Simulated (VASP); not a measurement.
# SnSe (Pm-3m) in VASP: further runs, part 2 of 2

VASP 6.6.1.

**3. Relaxation of the atoms, PBEsol (a relaxed cell with its volume scaled by 1.06)**

Contents of INCAR:

```
SYSTEM = SnSe
ALGO = Fast ; EDIFF = 1E-7
EDIFFG = -0.01 ; ENCUT = 600
GGA = PS ; IBRION = 2
ISIF = 2 ; ISMEAR = 0
LASPH = .True. ; LCHARG = .False.
LREAL = .False. ; LWAVE = .False.
NELM = 80 ; NSW = 40
PREC = Accurate ; SIGMA = 0.03
```

Contents of KPOINTS:

```
k-points
0
Gamma
  8 8 8
  0 0 0
```

Contents of POSCAR:

```
SnSe                                    
1.0
    3.6775806797      0.0000000000      0.0000000000
    0.0000000000      3.6775806797      0.0000000000
    0.0000000000      0.0000000000      3.6775806797
  Sn              Se            
     1     1
Direct
     0.5000000000000000    0.5000000000000000    0.5000000000000000
     0.0000000000000000    0.0000000000000000    0.0000000000000000
```

Potentials or basis: VASP PAW PBE potentials, release 64 (Sn_d, Se).

On the command line:

```
cat potpaw_PBE.64/Sn_d/POTCAR potpaw_PBE.64/Se/POTCAR > POTCAR
mpirun -np 1 vasp_std > vasp.out
```

OUTCAR:

```text
SYSTEM = SnSe
   EDIFF = 1E-7
   EDIFFG = -0.01
   ENCUT = 600
   GGA = PS
   IBRION = 2
   ISIF = 2
   ISMEAR = 0
   LASPH = .True.
   LREAL = .False.
   NELM = 80
   NSW = 40
   PREC = Accurate

 ion  position               nearest neighbor table
   1  0.500  0.500  0.500-   2 3.18   2 3.18   2 3.18   2 3.18   2 3.18   2 3.18   2 3.18   2 3.18

   2  0.000  0.000  0.000-   1 3.18   1 3.18   1 3.18   1 3.18   1 3.18   1 3.18   1 3.18   1 3.18

  LATTYP: Found a simple cubic cell.
 ALAT       =     3.6775806797

  Lattice vectors:

 A1 = (   3.6775806797,   0.0000000000,   0.0000000000)
 A2 = (   0.0000000000,   3.6775806797,   0.0000000000)
 A3 = (   0.0000000000,   0.0000000000,   3.6775806797)

Analysis of symmetry for initial positions (statically):
=====================================================================
 Subroutine PRICEL returns:
 Original cell was already a primitive cell.

 Routine SETGRP: Setting up the symmetry group for a
 simple cubic supercell.

 Subroutine GETGRP returns: Found 48 space group operations
 (whereof 48 operations were pure point group operations)
 out of a pool of 48 trial point group operations.

The static configuration has the point symmetry O_h .

Analysis of symmetry for dynamics (positions and initial velocities):
=====================================================================
 Subroutine PRICEL returns:
 Original cell was already a primitive cell.

 Routine SETGRP: Setting up the symmetry group for a
 simple cubic supercell.

 Subroutine GETGRP returns: Found 48 space group operations
 (whereof 48 operations were pure point group operations)
 out of a pool of 48 trial point group operations.

The dynamic configuration has the point symmetry O_h .

 Subroutine INISYM returns: Found 48 space group operations
 (whereof 48 operations are pure point group operations),
 and found     1 'primitive' translations

[... 128 lines left out ...]
 Gauss-broadening in eV      SIGMA  =   0.03
  energy-cutoff  :      600.00
  volume of cell :       49.74
 maximum number of plane-waves:      1682
 NGX is ok and might be reduce to    30
   NGX = 15   NGY = 15   NGZ = 15

 number of electron      19.9999993 magnetization

 Free energy of the ion-electron system (eV)
  ---------------------------------------------------
  ext. energy  EPLUGINS =         0.00000000
  ---------------------------------------------------
  free energy    TOTEN  =        -8.52474211 eV

  energy without entropy =       -8.52398797  energy(sigma->0) =       -8.52436504

 E-fermi :   6.0228     XC(G=0): -10.3333

 val. band max:        6.0160857927   @ k =   0.3750   0.1250   0.0000
 cond. band min:       6.1571518500   @ k =   0.3750   0.3750   0.3750
 fundamental gap:      0.1410660573
 Fermi energy:         6.0228452979

 k-point     1 :       0.0000    0.0000    0.0000
  band No.  band energies     occupation
      1     -15.3959      2.00000
      2     -15.3959      2.00000
      3     -15.3204      2.00000
      4     -15.3204      2.00000
      5     -15.3204      2.00000
      6      -7.5985      2.00000
      7       0.3035      2.00000
      8       4.2265      2.00000
      9       4.2265      2.00000
     10       4.2265      2.00000
     11      10.4154      0.00000
     12      10.4155      0.00000
     13      12.1020      0.00000
     14      12.1020      0.00000
[... 377 lines left out ...]
      1     -15.3661      2.00000
      2     -15.3565      2.00000
      3     -15.3413      2.00000
      4     -15.3378      2.00000
      5     -15.3076      2.00000
      6      -5.9683      2.00000
      7      -0.6289      2.00000
      8       1.6313      2.00000
      9       2.3003      2.00000
     10       5.2117      2.00000
     11       8.3569      0.00000
     12       9.1528      0.00000
     13      10.3306      0.00000
     14      13.5587      0.00000

 [... further k-points ...]

------------------------ aborting loop because EDIFF is reached ----------------------------------------

  FORCE on cell =-STRESS in cart. coord.  units (eV):
  Direction    XX          YY          ZZ          XY          YZ          ZX
  --------------------------------------------------------------------------------------
  -------------------------------------------------------------------------------------
  Total       -0.8519119     -0.8519119     -0.8519119      0.0000000     -0.0000000      0.0000000
  in kB      -27.4421813    -27.4421813    -27.4421813      0.0000000     -0.0000000      0.0000000
  external PRESSURE =     -27.4421813 kB  Pullay stress =       0.0000000 kB

 VOLUME and BASIS-vectors are now :
 -----------------------------------------------------------------------------
  energy-cutoff  :      600.00
  volume of cell :       49.74
      direct lattice vectors                 reciprocal lattice vectors
     3.677580680  0.000000000  0.000000000     0.271917896  0.000000000  0.000000000
     0.000000000  3.677580680  0.000000000     0.000000000  0.271917896  0.000000000
     0.000000000  0.000000000  3.677580680     0.000000000  0.000000000  0.271917896

 POSITION                                       TOTAL-FORCE (eV/Angst)
 -----------------------------------------------------------------------------------
      1.83879      1.83879      1.83879         0.000000      0.000000      0.000000
      0.00000      0.00000      0.00000         0.000000      0.000000      0.000000
 -----------------------------------------------------------------------------------
    total drift:                                0.000000      0.000000      0.000000

  FREE ENERGIE OF THE ION-ELECTRON SYSTEM (eV)
  ---------------------------------------------------
  free  energy   TOTEN  =        -8.5247421135 eV

  energy  without entropy=       -8.5239879724  energy(sigma->0) =       -8.52436504

 reached required accuracy - stopping structural energy minimisation
```

OSZICAR:

```text
N       E                     dE             d eps       ncg     rms          rms(c)
DAV:   1     0.125074674796E+03    0.12507E+03   -0.11487E+04   980   0.202E+03
DAV:   2     0.153964076027E+01   -0.12354E+03   -0.12142E+03  1094   0.405E+02
DAV:   3    -0.854338620330E+01   -0.10083E+02   -0.97082E+01  1244   0.942E+01
DAV:   4    -0.877060755682E+01   -0.22722E+00   -0.22687E+00  1130   0.160E+01
DAV:   5    -0.877613714879E+01   -0.55296E-02   -0.55293E-02  1336   0.256E+00    0.286E+00
RMM:   6    -0.853362615027E+01    0.24251E+00   -0.31346E-01  1051   0.418E+00    0.169E+00
RMM:   7    -0.852706388586E+01    0.65623E-02   -0.53195E-02  1027   0.132E+00    0.880E-01
RMM:   8    -0.852467850559E+01    0.23854E-02   -0.80768E-03  1082   0.115E+00    0.754E-02
RMM:   9    -0.852468020319E+01   -0.16976E-05   -0.17227E-03  1092   0.410E-01    0.556E-02
RMM:  10    -0.852473167151E+01   -0.51468E-04   -0.44740E-04  1201   0.270E-01    0.242E-02
RMM:  11    -0.852474046878E+01   -0.87973E-05   -0.94920E-05  1270   0.105E-01    0.141E-02
RMM:  12    -0.852474196077E+01   -0.14920E-05   -0.18016E-05  1256   0.463E-02    0.766E-03
RMM:  13    -0.852474241287E+01   -0.45211E-06   -0.44042E-06  1187   0.192E-02    0.101E-02
RMM:  14    -0.852474228158E+01    0.13130E-06   -0.57728E-07   826   0.763E-03    0.984E-03
RMM:  15    -0.852474211047E+01    0.17111E-06   -0.19209E-07   703   0.430E-03    0.530E-03
RMM:  16    -0.852474211347E+01   -0.30077E-08   -0.73649E-08   632   0.266E-03
   1 F= -.85247421E+01 E0= -.85243650E+01  d E =-.852474E+01
```

CONTCAR:

```text
SnSe
   1.00000000000000
     3.6775806797000001    0.0000000000000000    0.0000000000000000
     0.0000000000000000    3.6775806797000001    0.0000000000000000
     0.0000000000000000    0.0000000000000000    3.6775806797000001
  Sn              Se
     1     1
Direct
     0.5000000000000000    0.5000000000000000    0.5000000000000000
     0.0000000000000000    0.0000000000000000    0.0000000000000000

  0.00000000E+00  0.00000000E+00  0.00000000E+00
  0.00000000E+00  0.00000000E+00  0.00000000E+00
```

Wall time 24 s (1 thread of Intel Xeon Platinum 8488C (Sapphire Rapids), shared host); peak memory 0.18 GiB.

Results:

| Item | Value |
| --- | --- |
| Free energy | -8.5247 eV |
| Pressure after relaxing | -2.7 GPa |
| Band gap on the k mesh | none (metal or under the smearing width) |

Final structure:
```
CELL_PARAMETERS angstrom
3.67758 0.00000 0.00000
0.00000 3.67758 0.00000
0.00000 0.00000 3.67758
ATOMIC_POSITIONS crystal
Sn 0.50000 0.50000 0.50000
Se 0.00000 0.00000 0.00000
```

Caveat: the relaxation stopped at its first step, so nothing moved; the PAW data sets were made with another functional, which shifts forces and pressure a little.
